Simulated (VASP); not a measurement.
# Mo (Im-3m) in VASP: a series of runs

Runs on Mo. Level: LDA. Tasks: single point.

All numbers are computed with VASP 6.6.1; they aren't measurements. Logs are shortened: lines on timing, memory, paths and dates and some standing lists are left out, and cuts for length are marked.

## 1. The undisturbed crystal

It takes space group Im-3m (No. 229, cubic). Conventional cell: a = 3.168 Å, b = 3.168 Å, c = 3.168 Å, α = 90.00°, β = 90.00°, γ = 90.00°. Mo (site symmetry m-3m) has 8 Mo at 2.74 Å as nearest neighbours.

## 2. Single point, LDA (grid = ENCUT=280 dk=0.35 cell=3x3x3 ISMEAR=1 SIGMA=0.1 LREAL=Auto EDIFF=1e-06)

Input file INCAR:

```
SYSTEM = Mo
PREC = Accurate
ENCUT = 280
EDIFF = 1E-6
ISMEAR = 1
SIGMA = 0.1
LREAL = Auto
LASPH = .TRUE.
NELM = 120
ALGO = Fast
ISIF = 2
LWAVE = .FALSE.
LCHARG = .FALSE.
GGA = CA
NBANDS = 216
```

Input file KPOINTS:

```
regular mesh
0
G
  3 3 3
  0 0 0
```

Input file POSCAR:

```
Mo
1.0
   -4.7514269157      4.7514269157      4.7514269157
    4.7514269157     -4.7514269157      4.7514269157
    4.7514269157      4.7514269157     -4.7514269157
Mo
27
Direct
    0.0000000000      0.0000000000      0.0000000000
    0.0000000000      0.0000000000      0.3333333333
    0.0000000000      0.0000000000      0.6666666667
    0.0000000000      0.3333333333      0.0000000000
    0.0000000000      0.3333333333      0.3333333333
    0.0000000000      0.3333333333      0.6666666667
    0.0000000000      0.6666666667      0.0000000000
    0.0000000000      0.6666666667      0.3333333333
    0.0000000000      0.6666666667      0.6666666667
    0.3333333333      0.0000000000      0.0000000000
    0.3333333333      0.0000000000      0.3333333333
    0.3333333333      0.0000000000      0.6666666667
    0.3333333333      0.3333333333      0.0000000000
    0.3333333333      0.3333333333      0.3333333333
    0.3333333333      0.3333333333      0.6666666667
    0.3333333333      0.6666666667      0.0000000000
    0.3333333333      0.6666666667      0.3333333333
    0.3333333333      0.6666666667      0.6666666667
    0.6666666667      0.0000000000      0.0000000000
    0.6666666667      0.0000000000      0.3333333333
    0.6666666667      0.0000000000      0.6666666667
    0.6666666667      0.3333333333      0.0000000000
    0.6666666667      0.3333333333      0.3333333333
    0.6666666667      0.3333333333      0.6666666667
    0.6666666667      0.6666666667      0.0000000000
    0.6666666667      0.6666666667      0.3333333333
    0.6666666667      0.6666666667      0.6666666667
```

Potentials or basis: VASP PAW LDA potentials, release 64 (Mo_sv).

Launch:

```console
$ cat potpaw_LDA.64/Mo_sv/POTCAR > POTCAR
$ mpirun -np 1 vasp_std > vasp.out
```

OUTCAR:

```text
SYSTEM = Mo
   PREC = Accurate
   ENCUT = 280
   EDIFF = 1E-6
   ISMEAR = 1
   LREAL = Auto
   LASPH = .TRUE.
   NELM = 120
   ISIF = 2
   GGA = CA

 Found      4 irreducible k-points:

 Following reciprocal coordinates:
            Coordinates               Weight
  0.000000  0.000000  0.000000      1.000000
  0.333333  0.000000  0.000000     12.000000
  0.333333  0.333333  0.000000      8.000000
 -0.333333  0.333333  0.333333      6.000000
   k-points           NKPTS =      4   k-points in BZ     NKDIM =      4   number of bands    NBANDS=    216
   number of dos      NEDOS =    301   number of ions     NIONS =     27
   total plane-waves  NPLWV = 110592
   dimension x,y,z NGX =    48 NGY =   48 NGZ =   48
   dimension x,y,z NGXF=    96 NGYF=   96 NGZF=   96
   ions per type =              27
   NGX,Y,Z   is equivalent  to a cutoff of   9.70,  9.70,  9.70 a.u.
   NGXF,Y,Z  is equivalent  to a cutoff of  19.39, 19.39, 19.39 a.u.
 SYSTEM =  Mo
   PREC   = accura    normal or accurate (medium, high low for compatibility)
   ISTART =      0    job   : 0-new  1-cont  2-samecut
   ICHARG =      2    charge: 1-file 2-atom 10-const
   ISPIN  =      1    spin polarized calculation?
   LNONCOLLINEAR =      F non collinear calculations
   LSORBIT =      F    spin-orbit coupling
   LASPH  =      T    aspherical Exc in radial PAW
   ENCUT  =  280.0 eV  20.58 Ry    4.54 a.u.  11.23 11.23 11.23*2*pi/ulx,y,z
   NELM   =    120;   NELMIN=  2; NELMDL= -5     # of ELM steps
   EDIFF  = 0.1E-05   stopping-criterion for ELM
   LREAL  =      T    real-space projection
   EDIFFG = 0.1E-04   stopping-criterion for IOM
   NSW    =      0    number of steps for IOM
   IBRION =     -1    ionic relax: 0-MD 1-quasi-New 2-CG
   NFREE  =      0    steps in history (QN), initial steepest desc. (CG)
   ISIF   =      2    stress and relaxation
   ISYM   =      2    0-nonsym 1-usesym 2-fastsym
   POTIM  = 0.5000    time-step for ionic-motion
   TEBEG  =    0.0;   TEEND  =   0.0 temperature during run
   PSTRESS=    0.0 pullay stress
   NELECT =     378.0000    total number of electrons
   NUPDOWN=      -1.0000    fix difference up-down
   EMIN   =  10.00;   EMAX   =-10.00  energy-range for DOS
   EFERMI =   0.00;   METHOD = LEGACY
   ISMEAR =     1;   SIGMA  =   0.10  broadening in eV -4-tet -1-fermi 0-gaus
   EFERMI_NEDOS =   21; number of points for ismear=-14 and -15
   IALGO  =     68    algorithm
   IMIX   =      4    mixing-type and parameters
     AMIX     =   0.40;   BMIX     =  1.00
     AMIX_MAG =   1.60;   BMIX_MAG =  1.00
  volume/ion in A,a.u.               =      15.89       107.24
  Fermi-wavevector in a.u.,A,eV,Ry     =   1.569380  2.965698 33.510508  2.462953
  Thomas-Fermi vector in A             =   2.671271
   LORBIT       =      0    0 simple, 1 ext, 2 COOP (PROOUT), +10 PAW based schemes
   GGA     = CA    functional components
   LHFCALC =     F    Hartree Fock is set to
   AEXX    =    0.0000 exact exchange contribution
   IVDW    =     0    specifies the selected vdW correction
   LEPSILON=     F    determine dielectric tensor
   LRPA    =     F    only Hartree local field effects (RPA)
 non-spin polarized calculation
 RMM-DIIS sequential band-by-band and
 Methfessel and Paxton  Order N= 1 SIGMA  =   0.10
  energy-cutoff  :      280.00
  volume of cell :      429.07
 maximum number of plane-waves:      4585
 NGX is ok and might be reduce to    48
   NGX = 23   NGY = 23   NGZ = 23

 number of electron     378.0000020 magnetization

 Free energy of the ion-electron system (eV)
  ---------------------------------------------------
  ext. energy  EPLUGINS =         0.00000000
  ---------------------------------------------------
  free energy    TOTEN  =      -327.21034625 eV

  energy without entropy =     -327.18049913  energy(sigma->0) =     -327.20039721

 E-fermi :  12.1487     XC(G=0): -13.5144

 val. band max:       12.0935533188   @ k =  -0.3333   0.3333   0.3333
 cond. band min:      12.1571221157   @ k =   0.3333   0.0000   0.0000
 fundamental gap:      0.0635687969
 Fermi energy:        12.1487323043

 k-point     1 :       0.0000    0.0000    0.0000
  band No.  band energies     occupation
      1     -48.7060      2.00000
      2     -48.5155      2.00000
      3     -48.5155      2.00000
      4     -48.5155      2.00000
      5     -48.5155      2.00000
      6     -48.5155      2.00000
[... 193 lines left out ...]
    200      13.6138     -0.00000
    201      13.6141     -0.00000

 k-point     2 :       0.3333    0.0000    0.0000
  band No.  band energies     occupation
      1     -48.6758      2.00000
      2     -48.6016      2.00000
      3     -48.5439      2.00000
      4     -48.5439      2.00000
      5     -48.5439      2.00000
      6     -48.5439      2.00000
[... 193 lines left out ...]
    200      13.2283     -0.00000
    201      13.2352     -0.00000

 k-point     3 :       0.3333    0.3333    0.0000
  band No.  band energies     occupation
      1     -48.6241      2.00000
      2     -48.6241      2.00000
      3     -48.6241      2.00000
      4     -48.5642      2.00000
      5     -48.5009      2.00000
      6     -48.5009      2.00000
[... 193 lines left out ...]
    200      12.8017     -0.00000
    201      13.0387     -0.00000

 k-point     4 :      -0.3333    0.3333    0.3333
  band No.  band energies     occupation
      1     -48.6483      2.00000
      2     -48.5757      2.00000
      3     -48.5757      2.00000
      4     -48.5757      2.00000
      5     -48.5757      2.00000
      6     -48.5099      2.00000
[... 193 lines left out ...]
    200      12.6081     -0.00000
    201      12.6081     -0.00000
 [bands above 201 left out]

------------------------ aborting loop because EDIFF is reached ----------------------------------------

  FORCE on cell =-STRESS in cart. coord.  units (eV):
  Direction    XX          YY          ZZ          XY          YZ          ZX
  --------------------------------------------------------------------------------------
  -------------------------------------------------------------------------------------
  Total      -37.3401901    -37.3401901    -37.3401901      0.0000000     -0.0000000      0.0000000
  in kB     -139.4295916   -139.4295916   -139.4295916      0.0000000     -0.0000000      0.0000000
  external PRESSURE =    -139.4295916 kB  Pullay stress =       0.0000000 kB

 VOLUME and BASIS-vectors are now :
 -----------------------------------------------------------------------------
  energy-cutoff  :      280.00
  volume of cell :      429.07
      direct lattice vectors                 reciprocal lattice vectors
    -4.751426916  4.751426916  4.751426916     0.000000000  0.105231546  0.105231546
     4.751426916 -4.751426916  4.751426916     0.105231546  0.000000000  0.105231546
     4.751426916  4.751426916 -4.751426916     0.105231546  0.105231546  0.000000000

 POSITION                                       TOTAL-FORCE (eV/Angst)
 -----------------------------------------------------------------------------------
      0.00000      0.00000      0.00000         0.000000     -0.000000     -0.000000
      1.58381      1.58381     -1.58381        -0.000000      0.000000      0.000000
      3.16762      3.16762     -3.16762        -0.000000     -0.000000      0.000000
      1.58381     -1.58381      1.58381        -0.000000      0.000000     -0.000000
      3.16762      0.00000      0.00000        -0.000000      0.000000      0.000000
      4.75143      1.58381     -1.58381        -0.000000      0.000000     -0.000000
[... 19 lines left out ...]
      1.58381      1.58381      4.75143         0.000000     -0.000000      0.000000
      3.16762      3.16762      3.16762         0.000000      0.000000      0.000000
 -----------------------------------------------------------------------------------
    total drift:                                0.000000      0.000000     -0.000000

  FREE ENERGIE OF THE ION-ELECTRON SYSTEM (eV)
  ---------------------------------------------------
  free  energy   TOTEN  =      -327.2103462467 eV

  energy  without entropy=     -327.1804991337  energy(sigma->0) =     -327.20039721
```

Wall time 11 min (1 thread of Intel Xeon Platinum 8488C (Sapphire Rapids), shared host); peak memory 0.31 GiB.

The run converged, but some of its settings lie outside the range that counts as converged, so its numbers aren't taken as properties of the crystal.

Results:

```
Free energy            : -327.2103 eV
Band gap on the k mesh : none (metal or under the smearing width)
```

Caveat: the cutoff is under 1.25 times the usual one of these potentials, so pressure, stress and relaxed cells hold a basis-set (Pulay) error.

## 3. Single point, LDA (grid = ENCUT=340 dk=0.35 cell=3x3x3 ISMEAR=1 SIGMA=0.1 LREAL=Auto EDIFF=1e-06)

INCAR, as its differences from that of step 2:

```diff
@@ -2,3 +2,3 @@
 PREC = Accurate
-ENCUT = 280
+ENCUT = 340
 EDIFF = 1E-6
```

KPOINTS is that of step 2.

POSCAR is that of step 2.

Potentials or basis: VASP PAW LDA potentials, release 64 (Mo_sv).

Launch:

```console
$ cat potpaw_LDA.64/Mo_sv/POTCAR > POTCAR
$ mpirun -np 1 vasp_std > vasp.out
```

It took 9 min on 1 thread of Intel Xeon Platinum 8488C (Sapphire Rapids), shared host; peak memory 0.34 GiB.

The run converged, but some of its settings lie outside the range that counts as converged, so its numbers aren't taken as properties of the crystal.

What came out:

* Free energy: -327.0794 eV
* Pressure: -14.7 GPa
* Band gap on the k mesh: none (metal or under the smearing width)
